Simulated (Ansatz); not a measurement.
Independent-particle absorption of CsH (Fm-3m, a = 6.376 Å, b = 6.376 Å, c = 6.376 Å, α = 90.00°, β = 90.00°, γ = 90.00°), no local fields or excitons, 0.1 eV broadening. Level of theory: DFT r2SCAN, scalar-relativistic, plane waves, PAW (Ansatz 0.2.0).

Plane waves to 500 eV, a k mesh through Γ of 6×6×6 on the computed 2-atom cell and Gaussian smearing (0.02 eV); no spin polarisation. The spectrum is summed on a 9×9×9 mesh.

```
CELL_PARAMETERS angstrom
0.00000 3.18800 3.18800
3.18800 0.00000 3.18800
3.18800 3.18800 0.00000
ATOMIC_POSITIONS crystal
Cs 0.00000 0.00000 0.00000
H 0.50000 0.50000 0.50000
```

| photon energy (eV) | ε2,xx |
| --- | --- |
| 0.0 | 0.00 |
| 0.4 | 0.00 |
| 0.8 | 0.00 |
| 1.2 | 0.00 |
| 1.6 | 0.00 |
| 2.0 | 0.00 |
| 2.2 | 0.00 |
| 2.6 | 0.03 |
| 3.0 | 0.75 |
| 3.4 | 0.99 |
| 3.8 | 1.28 |
| 4.2 | 1.85 |
| 4.6 | 1.17 |
| 5.0 | 0.71 |
| 5.4 | 3.99 |
| 5.8 | 2.06 |
| 6.2 | 2.04 |
| 6.6 | 3.41 |
| 6.8 | 2.74 |
| 7.2 | 0.99 |
| 7.6 | 1.67 |
| 8.0 | 1.18 |
| 8.4 | 0.98 |
| 8.8 | 0.95 |
| 9.2 | 0.62 |
| 9.6 | 0.76 |
| 10.0 | 0.47 |
| 10.4 | 0.47 |
| 10.8 | 0.38 |
| 11.2 | 0.93 |
| 11.4 | 1.15 |
| 11.8 | 1.98 |
| 12.2 | 4.49 |
| 12.6 | 2.02 |
| 13.0 | 2.51 |
| 13.4 | 3.80 |

The strongest peak lies near 12.2 eV. ε∞ (xx, yy, zz) = 3.0, 3.0, 3.0.

Cost: 1 run of about 0.38 core-minutes, on Arm Neoverse V2 (shared hosts).